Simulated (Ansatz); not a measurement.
# NiO (F-43m) in Ansatz: reference runs

How does NiO come out in PBE? The cell is run as given and disturbed.

All numbers are computed with Ansatz 0.2.0; they aren't measurements. Logs are shortened: lines on timing, memory, paths and dates and some standing lists are left out, and cuts for length are marked.

### 1 Starting point

The structure is cubic, space group F-43m (No. 216). Conventional cell: a = 4.481 Å, b = 4.481 Å, c = 4.481 Å, α = 90.00°, β = 90.00°, γ = 90.00°. Around Ni (site symmetry -43m) lie 4 O at 1.94 Å. O (site symmetry -43m) is surrounded by 4 Ni at 1.94 Å.

The cell was built by a generator and needn't be a form met in nature.

### 2 Single point, PBE, collinear spin, ferromagnetic start

File input.yaml:

```yaml
crystal:
  lattice:
    - [0.0, 2.24063, 2.24063]
    - [2.24063, 0.0, 2.24063]
    - [2.24063, 2.24063, 0.0]
  atoms:
    - { symbol: Ni, position: [0.0, 0.0, 0.0], spin: 1.0 }
    - { symbol: O, position: [0.75, 0.75, 0.75] }
kpoints:
  mp_grid: { grid: [10, 10, 10] }
scf:
  occupations: { method: fermi_dirac, width: 0.05 }
hamiltonian:
  xc: pbe
  pseudopotentials: { kind: all_electron, lapw: { basis_error: 0.001 } }
magnetization:
  spin_polarized: true
output:
  forces: true
  stress: true
  eigenvalues: true
  populations: true
```

Potentials or basis: all-electron LAPW, scalar-relativistic.

On the command line:

```bash
$ ansatz run input.yaml --threads 2 --pin off --max-ram 6144MiB --backend cpu --events-out ev --progress --plain --runs-dir out
```

The log of the run:

```text
Warning: RAYON_NUM_THREADS=2 ignored (pool sized by the plan → 2); use --threads N
Ni: projections on atomic orbitals take those of the free atom 1s2 2s2 2p6 3s2 3p6 3d8 4s2, of charge +0.00 (hamiltonian.pseudopotentials.projection_atoms)
O: projections on atomic orbitals take those of the free atom 1s2 2s2 2p4, of charge +0.00 (hamiltonian.pseudopotentials.projection_atoms)
LAPW: plane waves up to 10.774 Å⁻¹, error target 1.0e-3 eV per atom; small_component_spin mean_spin; O in spheres of 0.873 Å, 8 of its electrons in bands, Dirac shells []; Ni in spheres of 1.068 Å, 18 of its electrons in bands, Dirac shells [] (how accurate: hamiltonian.pseudopotentials.lapw.basis_error, Limitations)
Engine: ansatz 0.2.0, aarch64-unknown-linux-gnu
Pseudopotentials: kind: all_electron
Pseudopotential: Ni, LAPW, valence charge 18, lapw/all_electron/scalar/gaussian/Ni, Koelling and Harmon's equation, gaussian nucleus
Pseudopotential: O, LAPW, valence charge 8, lapw/all_electron/scalar/gaussian/O, Koelling and Harmon's equation, gaussian nucleus
Functional definition: PBE
  parameter kappa = 0.804
  parameter beta = 0.06672455060314922
  exchange = pbe_x(kappa = kappa, mu = beta*pi^2/3)
  correlation = pbe_c(beta = beta)
Crystal: 2 atoms, lattice volume = 22.498 Å³
Basis set: ecut = 442.29779626200144 eV, 531 PW (Γ), exchange–correlation at level 2
Bands: 18, of which v1, the nominal top of the filled ones, is band 13 counted from 1 (12 counted from 0)
Symmetry: 24 space group operations
Space group: F-43m (ITA 216), of the structure as read, at distance tolerance 2.8e-5 Å
Magnetic group: BNS 216.74 (UNI 1576), of the structure as read, at distance tolerance 2.8e-5 Å
k-points: 47 of 1000 (time reversal used)
Non-local potential: Ni, projectors of the file, none
Non-local potential: O, projectors of the file, none
Initial density: superposition of atomic densities (chi_scale 0.1, normalization cell, long waves kept (reshape's long-wave potential 0.00 eV rms))
Starting moments: Σ|m| = 1 μB on 1 of 2 sites
Initial wavefunctions: plane waves of lowest kinetic energy (no species holds an atomic orbital)
Functional: x = pbe(κ = 0.804, μ = 0.2195149727645171), c = pbe(β = 0.06672455060314922)
iter 1 solved again at ethr=8.52e-3 eV; its pass at ethr=1.00e-1 eV (dr2=2.21e0 eV) is discarded
SCF iter   1: F=—  HF=-43430.764899 eV  |F-HF|=—  |Δ(HF+E_count)|=         —  Δρ=6.42e-2 (↑6.42e-2 ↓5.42e-2)  dr2=2.22e0  dr2_m=3.01e-1  M=1.998 μB ∫|m|=2.003 μB  β_m=0.30  ethr=8.52e-3  ⟨swp⟩=2.0  Hψ=10753  notcnv=0
Mixer restart at iter 1: flushing history
preconditioner: auto → none  [metal: Δε(μ)=0.030 eV  Ē_g=14.128 eV  σ=0.050 eV  W_gap=0.15  n_scr=8 (ndim 8)  ℏωp=31.3 eV  f_vac=0.000  D(μ)=2.01/eV (n_scr^D=26)  sad-step TF]
SCF iter   2: F=—  HF=-43429.943499 eV  |F-HF|=—  |Δ(HF+E_count)|=   8.21e-1  Δρ=3.52e-2 (↑3.52e-2 ↓2.17e-2)  dr2=5.38e-1  dr2_m=8.45e-2  M=1.847 μB ∫|m|=1.851 μB  β_m=0.41  ethr=8.52e-3  ⟨swp⟩=2.0  Hψ=5076  notcnv=0
SCF iter   3: F=—  HF=-43429.913147 eV  |F-HF|=—  |Δ(HF+E_count)|=   3.04e-2  Δρ=1.80e-2 (↑1.80e-2 ↓1.38e-2)  dr2=1.50e-1  dr2_m=2.73e-2  M=1.901 μB ∫|m|=1.911 μB  β_m=0.52  ethr=2.07e-3  ⟨swp⟩=2.0  Hψ=5076  notcnv=0
SCF iter   4: F=—  HF=-43429.916914 eV  |F-HF|=—  |Δ(HF+E_count)|=         —  Δρ=6.83e-3 (↑5.90e-3 ↓6.83e-3)  dr2=1.90e-2  dr2_m=4.43e-3  M=1.892 μB ∫|m|=1.906 μB  β_m=0.52  ethr=5.77e-4  ⟨swp⟩=2.0  Hψ=5076  notcnv=0
Mixer restart at iter 4: flushing history
the basis was enlarged: its passes take 969.7 KiB over the memory plan, 2 of 2 planned eigensolver slots
SCF iter   5: F=—  HF=-43429.924179 eV  |F-HF|=—  |Δ(HF+E_count)|=   7.26e-3  Δρ=6.50e-3 (↑4.47e-3 ↓6.50e-3)  dr2=2.05e-2  dr2_m=2.24e-3  M=1.946 μB ∫|m|=1.965 μB  β_m=0.42  ethr=7.32e-5  ⟨swp⟩=3.0  Hψ=5486  notcnv=0
iter 6 solved again at ethr=3.70e-6 eV; its pass at ethr=7.32e-5 eV (dr2=9.61e-4 eV) is discarded
SCF iter   6: F=—  HF=-43429.901837 eV  |F-HF|=—  |Δ(HF+E_count)|=   2.23e-2  Δρ=2.65e-3 (↑2.65e-3 ↓2.02e-3)  dr2=9.59e-4  dr2_m=9.55e-4  M=1.925 μB ∫|m|=1.942 μB  β_m=0.68  ethr=3.70e-6  ⟨swp⟩=2.0  Hψ=8479  notcnv=0
SCF iter   7: F=—  HF=-43429.903254 eV  |F-HF|=—  |Δ(HF+E_count)|=   1.42e-3  Δρ=8.83e-4 (↑8.83e-4 ↓6.72e-4)  dr2=3.75e-4  dr2_m=2.88e-5  M=1.943 μB ∫|m|=1.964 μB  β_m=0.58  ethr=3.69e-6  ⟨swp⟩=2.9  Hψ=4998  notcnv=0
SCF iter   8: F=—  HF=-43429.903115 eV  |F-HF|=—  |Δ(HF+E_count)|=   1.39e-4  Δρ=2.02e-4 (↑1.47e-4 ↓2.02e-4)  dr2=2.29e-5  dr2_m=1.85e-6  M=1.943 μB ∫|m|=1.964 μB  β_m=0.71  ethr=1.44e-6  ⟨swp⟩=2.8  Hψ=4822  notcnv=0
SCF iter   9: F=—  HF=-43429.903120 eV  |F-HF|=—  |Δ(HF+E_count)|=   5.38e-6  Δρ=6.49e-5 (↑5.65e-5 ↓6.49e-5)  dr2=5.33e-7  dr2_m=6.24e-7  M=1.943 μB ∫|m|=1.964 μB  β_m=0.65  ethr=8.81e-8  ⟨swp⟩=2.1  Hψ=4644  notcnv=0
SCF iter  10: F=—  HF=-43429.903121 eV  |F-HF|=—  |Δ(HF+E_count)|=   5.87e-7  Δρ=3.07e-5 (↑1.49e-5 ↓3.07e-5)  dr2=2.11e-7  dr2_m=7.43e-8  M=1.943 μB ∫|m|=1.964 μB  β_m=0.83  ethr=2.05e-9  ⟨swp⟩=2.5  Hψ=4789  notcnv=0
SCF iter  11: F=—  HF=-43429.903121 eV  |F-HF|=—  |Δ(HF+E_count)|=   1.02e-7  Δρ=4.09e-6 (↑2.48e-6 ↓4.09e-6)  dr2=1.98e-9  dr2_m=1.96e-9  M=1.943 μB ∫|m|=1.964 μB  β_m=0.91  ethr=8.12e-10  ⟨swp⟩=2.2  Hψ=4663  notcnv=0
SCF iter  12: F=-43429.903121 eV  HF=-43429.903121 eV  |F-HF|=5.89e-10  |Δ(HF+E_count)|=   2.11e-9  Δρ=8.00e-7 (↑4.67e-7 ↓8.00e-7)  dr2=2.94e-10  dr2_m=2.45e-11  M=1.943 μB ∫|m|=1.964 μB  ethr=7.63e-12  ⟨swp⟩=3.0  Hψ=5083  notcnv=0
SCF 1 converged in 12 iterations: F = -43429.903121 eV  dr2 = 2.94e-10
SCF converged after 12 iterations
Magnetization: 1.9432 μB (13.9716 up, 12.0284 down)
Absolute magnetization: 1.9644 μB (∫|ρ↑−ρ↓|)
Spin contamination: 0.0068 ħ² per cell (⟨S²⟩ above its minimum at these occupations)
Per-site moments (μB) at R_I (Å): [(1.5325448920119626, 1.067917031767209), (0.3711780260613984, 0.8725254397994711)]
Free energy (F): -43429.903121 eV
Harris-Foulkes:  -43429.903121 eV  (|F-HF|=5.89e-10)
Internal energy: -43429.887851 eV  (E = F + TS)
E sigma→0 (E₀):  -43429.895486 eV
Entropy (-TS):   -0.015270 eV (-7.635 meV/atom)
Fermi energy:    11.024312 eV
--- Per-component energies (eV) ---
  E_band       = -1403.795190
  E_kinetic    = 44089.386708
  E_xc         = -1962.310658
  E_electrostatic = -85556.963901  (all electrons and nuclei)
  E_smearing   = -0.015270  (= −TS)
  E_closure    = 0.000000  (closes the sum)
  E_atoms      = -43416.659407  (free atoms, spherical and without spin; not in F)
  Σ components = -43429.903121   (vs F -43429.903121, Δ=0.00e0)
  Basis errors (estimates in eV, not in F): energy 4.5e-4 per atom: plane waves 4.0e-4 (2.4e-4 summed), levels above the bands 5.5e-124, relativity 1.1e-7, radial functions 4.1e-5, core shells 2.8e-8; eigenvalues (radial functions only) 6.7e-6; not estimated: angular momenta, meshes, grids; target (lapw.basis_error) 1.0e-3; muffin-tin radii O 0.873 Å, Ni 1.068 Å
--- Forces (eV/Å), atoms counted from 1 ---
  atom   1  Ni     0.00000000    -0.00000000     0.00000000
  atom   2  O     -0.00000000     0.00000000     0.00000000
  max |Σ_I F_I| component: 4.16e-17 eV/Å
--- Stress (GPa, compression-positive) ---
        0.196939      -0.000000       0.000000
       -0.000000       0.196939      -0.000000
        0.000000      -0.000000       0.196939
  P = ⅓ Tr σ = 0.1969 GPa (1.969 kbar)
--- Band table (eV; the first three rows and the last of 94) ---
  k-point 0 ↑: bands = ["-496.0177", "-93.6160", "-53.9886", "-53.9886", "-53.9886", "-8.9998", "4.9567", "4.9567", "4.9567", "8.5677", "8.5677", "11.1292", "11.1292", "11.1292", "11.3687", "25.1949", "25.1949", "25.1949"]
  k-point 1 ↑: bands = ["-496.0177", "-93.6159", "-53.9899", "-53.9888", "-53.9888", "-8.9398", "4.8115", "4.9929", "4.9929", "8.5487", "8.5487", "10.6585", "11.0696", "11.0696", "12.0291", "24.2280", "25.2836", "25.2836"]
  k-point 2 ↑: bands = ["-496.0177", "-93.6157", "-53.9932", "-53.9894", "-53.9894", "-8.7800", "4.5010", "5.0852", "5.0852", "8.5172", "8.5172", "10.0006", "10.9002", "10.9002", "13.1613", "22.3727", "25.3591", "25.3591"]
  k-point 46 ↓: bands = ["-495.7035", "-91.7310", "-52.1662", "-52.1628", "-52.1602", "-7.4807", "5.0403", "5.8273", "6.4991", "9.4107", "9.7778", "10.0301", "10.8173", "11.3259", "18.3677", "21.4479", "21.8743", "23.1590"]
--- Löwdin populations: 2 sites ---
  site symbol       q [e]    m [muB]
     0     Ni     26.9050     1.4725
     1      O      8.9364     0.4789
  spilling = 0.004408 (of n_electrons = 36.000000)
```

Wall time 18 s (2 threads of Arm Neoverse V2, shared host); peak memory 0.41 GiB.

What came out:

```yaml
Free_energy: -43429.9031 eV
Pressure: 0.2 GPa
Band_gap_on_the_k_mesh: none (metal or under the smearing width)
Net_moment: 1.94 μB per cell
Absolute_moment: 1.96 μB per cell
Site_moments: Ni +1.53; O +0.37 μB
Loewdin_charges: Ni +1.09; O -0.94 e
```

Levels at points of the mesh, in eV from the Fermi level:
Spin up:
| k point | band 12 | band 13 | band 14 | band 15 | band 16 | band 17 |
| --- | --- | --- | --- | --- | --- | --- |
| (0.00, 0.00, 0.00) | 0.10 | 0.10 | 0.10 | 0.34 | 14.17 | 14.17 |
| (0.00, 0.00, -0.50) | -2.40 | -0.72 | -0.72 | 5.77 | 7.23 | 13.68 |
| (0.00, -0.50, -0.50) | -1.93 | -1.93 | -1.79 | 5.30 | 9.87 | 11.09 |
Spin down:
| k point | band 9 | band 10 | band 11 | band 12 | band 13 | band 14 | band 15 | band 16 |
| --- | --- | --- | --- | --- | --- | --- | --- | --- |
| (0.00, 0.00, 0.00) | -5.04 | -1.40 | -1.40 | 0.64 | 1.77 | 1.77 | 1.77 | 14.44 |
| (0.00, 0.00, -0.50) | -4.81 | -1.19 | -1.19 | -0.74 | 0.85 | 0.85 | 6.08 | 7.73 |
| (0.00, -0.50, -0.50) | -4.47 | -1.55 | -1.09 | -0.78 | -0.09 | -0.09 | 5.80 | 10.51 |

Caveat: the atomic charges don't sum to the cell's charge; a cell with one magnetic atom can't hold antiferromagnetic order, which such compounds often take; semilocal functionals often make such compounds metallic where correlation or magnetic order opens a gap, which also shifts bond lengths.

### 3 Single point, PBE, collinear spin, ferromagnetic start (atoms moved at random, drawn with an rms of 0.05 Å)

input.yaml, as its differences from that of step 2:

```diff
@@ -6,4 +6,4 @@
   atoms:
-    - { symbol: Ni, position: [0.0, 0.0, 0.0], spin: 1.0 }
-    - { symbol: O, position: [0.75, 0.75, 0.75] }
+    - { symbol: Ni, position: [0.005397, 0.000576, -0.003492], spin: 1.0 }
+    - { symbol: O, position: [0.751285, 0.730049, 0.756173] }
 kpoints:
```

Potentials or basis: all-electron LAPW, scalar-relativistic.

On the command line:

```bash
$ ansatz run input.yaml --threads 2 --pin off --max-ram 6144MiB --backend cpu --events-out ev --progress --plain --runs-dir out
```

The log of the run:

```text
Warning: RAYON_NUM_THREADS=2 ignored (pool sized by the plan → 2); use --threads N
Ni: projections on atomic orbitals take those of the free atom 1s2 2s2 2p6 3s2 3p6 3d8 4s2, of charge +0.00 (hamiltonian.pseudopotentials.projection_atoms)
O: projections on atomic orbitals take those of the free atom 1s2 2s2 2p4, of charge +0.00 (hamiltonian.pseudopotentials.projection_atoms)
LAPW: plane waves up to 11.096 Å⁻¹, error target 1.0e-3 eV per atom; small_component_spin mean_spin; O in spheres of 0.847 Å, 8 of its electrons in bands, Dirac shells []; Ni in spheres of 1.041 Å, 18 of its electrons in bands, Dirac shells [] (how accurate: hamiltonian.pseudopotentials.lapw.basis_error, Limitations)
[... 4 set-up lines as earlier in the session ...]
[... 58 lines left out ...]
--- Forces (eV/Å), atoms counted from 1 ---
  atom   1  Ni    -0.20435020     0.13953276    -0.41252312
  atom   2  O      0.20434859    -0.13953806     0.41253143
  max |Σ_I F_I| component: 8.32e-6 eV/Å
--- Stress (GPa, compression-positive) ---
        0.582304      -2.923887       0.908959
       -2.923887       0.645953      -1.403917
        0.908959      -1.403917       0.255704
  P = ⅓ Tr σ = 0.4947 GPa (4.947 kbar)
--- Band table (eV; the first three rows and the last of 1008) ---
  k-point 0 ↑: bands = ["-496.0233", "-93.6131", "-54.0598", "-53.9719", "-53.9262", "-9.0099", "4.7896", "4.9683", "5.0989", "8.5647", "8.5723", "11.0069", "11.0696", "11.1978", "11.4871", "25.1930", "25.1955", "25.2345"]
  k-point 1 ↑: bands = ["-496.0233", "-93.6130", "-54.0600", "-53.9726", "-53.9269", "-8.9503", "4.7957", "4.8969", "5.0785", "8.5474", "8.5566", "10.6177", "11.0250", "11.1593", "12.0463", "24.2076", "25.2674", "25.3426"]
  k-point 2 ↑: bands = ["-496.0233", "-93.6128", "-54.0607", "-53.9744", "-53.9287", "-8.7918", "4.5385", "4.9468", "5.1269", "8.5178", "8.5368", "9.9912", "10.9011", "10.9725", "13.1620", "22.3436", "25.2703", "25.4599"]
  k-point 503 ↓: bands = ["-495.7100", "-91.7376", "-52.1912", "-52.1615", "-52.1486", "-7.7143", "4.5364", "6.0580", "6.1328", "9.7784", "9.8844", "10.3866", "11.9608", "12.0405", "17.1045", "18.6673", "24.8173", "25.1809"]
--- Löwdin populations: 2 sites ---
  site symbol       q [e]    m [muB]
     0     Ni     26.9068     1.4662
     1      O      8.9350     0.4777
  spilling = 0.004394 (of n_electrons = 36.000000)
```

populations.tsv:

```text
# site	symbol	l	j	q_up	q_dn
# orbitals = lowdin
# n_electrons = 36.000000
# spilling = 0.004394
# projection_atom_Ni: 1s2 2s2 2p6 3s2 3p6 3d8 4s2
# projection_atom_O: 1s2 2s2 2p4
0	Ni	0_1S	-	0.999998	0.999997
0	Ni	0_2S	-	0.999871	0.999864
0	Ni	0_3S	-	0.996506	0.996401
0	Ni	0_4S	-	0.239865	0.243549
0	Ni	1_2P	-	2.999999	2.999997
0	Ni	1_3P	-	2.999548	2.998735
0	Ni	2_3D	-	4.950705	3.481749
1	O	0_1S	-	0.999569	0.999495
1	O	0_2S	-	0.930914	0.907698
1	O	1_2P	-	2.775899	2.321474
```

It took 2.9 min on 2 threads of Arm Neoverse V2, shared host; peak memory 1.6 GiB.

Results:

* Free energy: -43429.8888 eV
* Pressure: 0.5 GPa
* Largest force: 0.481 eV/Å
* Band gap on the k mesh: none (metal or under the smearing width)
* Net moment: 1.94 μB per cell
* Absolute moment: 1.96 μB per cell
* Site moments: Ni +1.52; O +0.37 μB
* Loewdin charges: Ni +1.09; O -0.94 e

Forces on the atoms (eV/Å):
```
Ni  -0.204  0.140 -0.413
O    0.204 -0.140  0.413
```

Stress tensor (GPa, compression positive):
```
 0.58 -2.92  0.91
-2.92  0.65 -1.40
 0.91 -1.40  0.26
```

Levels at points of the mesh, in eV from the Fermi level:
Spin up:
```csv
k point,band 12,band 13,band 14,band 15,band 16,band 17
"(0.00, 0.00, 0.00)",-0.01,0.05,0.18,0.47,14.18,14.18
"(0.00, 0.00, -0.50)",-2.33,-0.68,-0.58,5.77,7.18,13.45
"(0.00, -0.50, 0.00)",-2.41,-0.90,-0.82,5.79,7.35,13.63
"(0.00, -0.50, -0.50)",-1.96,-1.85,-1.77,5.30,9.86,11.07
"(-0.50, 0.00, 0.00)",-2.36,-0.79,-0.67,5.78,7.25,13.47
"(-0.50, 0.00, -0.50)",-1.94,-1.87,-1.77,5.30,9.86,11.07
"(-0.50, -0.50, 0.00)",-2.03,-1.78,-1.77,5.31,9.87,11.09
"(-0.50, -0.50, -0.50)",-2.33,-0.63,-0.55,5.77,7.15,13.46
```
Spin down:
```csv
k point,band 9,band 10,band 11,band 12,band 13,band 14,band 15,band 16
"(0.00, 0.00, 0.00)",-4.88,-1.39,-1.39,0.62,1.67,1.78,1.89,14.44
"(0.00, 0.00, -0.50)",-4.84,-1.25,-1.12,-0.66,0.89,0.99,6.09,7.68
"(0.00, -0.50, 0.00)",-4.63,-1.21,-1.14,-0.90,0.65,0.70,6.09,7.87
"(0.00, -0.50, -0.50)",-4.39,-1.55,-1.08,-0.76,-0.13,-0.05,5.80,10.50
"(-0.50, 0.00, 0.00)",-4.74,-1.25,-1.11,-0.76,0.77,0.88,6.09,7.76
"(-0.50, 0.00, -0.50)",-4.42,-1.55,-1.08,-0.76,-0.12,-0.06,5.80,10.50
"(-0.50, -0.50, 0.00)",-4.29,-1.56,-1.08,-0.74,-0.17,0.00,5.81,10.51
"(-0.50, -0.50, -0.50)",-4.88,-1.24,-1.13,-0.63,0.95,1.02,6.09,7.65
```

Caveat: the atomic charges don't sum to the cell's charge; a cell with one magnetic atom can't hold antiferromagnetic order, which such compounds often take; semilocal functionals often make such compounds metallic where correlation or magnetic order opens a gap, which also shifts bond lengths.
